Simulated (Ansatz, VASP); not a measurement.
**BAs2 in VASP and in Ansatz**

```
CELL_PARAMETERS angstrom
3.29425 0.00000 0.00000
-1.64713 2.85290 0.00000
0.00000 0.00000 5.50401
ATOMIC_POSITIONS crystal
B 0.00000 0.00000 0.00000
As 0.33333 0.66667 0.25000
As 0.66667 0.33333 0.75000
```

Change from the starting cell: species swapped into the FeI2 type (P-3m1, No. 164).

Alike in both runs: task single point; functional PBE; k mesh 6 × 6 × 4; occupations gaussian, width 0.1 eV; no spin polarisation.

|  | VASP | Ansatz |
| --- | --- | --- |
| version | VASP 6.6.1 | Ansatz 0.2.0 |
| potentials or method | VASP PAW PBE potentials, release 64 (B, As) | scalar-relativistic, plane waves, PAW |
| plane-wave cutoff (eV) | 520 | 420 |
| valence electrons in the cell | 13 | 33 |

Ansatz gave:

| Item | Value |
| --- | --- |
| gap on the k mesh at the Fermi level (eV) | none |
| pressure (GPa) | -9.7 |
| largest component of the traceless stress (GPa) | 7.99 |
| rms of the force components (eV/Å) | 0.610 |

Problem. What did VASP give for the same quantities?

Solution. gap on the k mesh at the Fermi level (eV): none; pressure (GPa): -9.6; largest component of the traceless stress (GPa): 7.99; rms of the force components (eV/Å): 0.601.

Atom by atom the forces differ by 0.008 eV/Å (rms over components). A gap of «none» marks a metal or a gap that the smearing closes. The two sets of potentials don't hold the same shells in valence.

Caveats: the k mesh is coarse (spacing up to 0.37 Å⁻¹), so the values aren't converged; forces of over 1 eV/Å show positions far from the minimum, so gaps and moduli don't describe the material at rest.
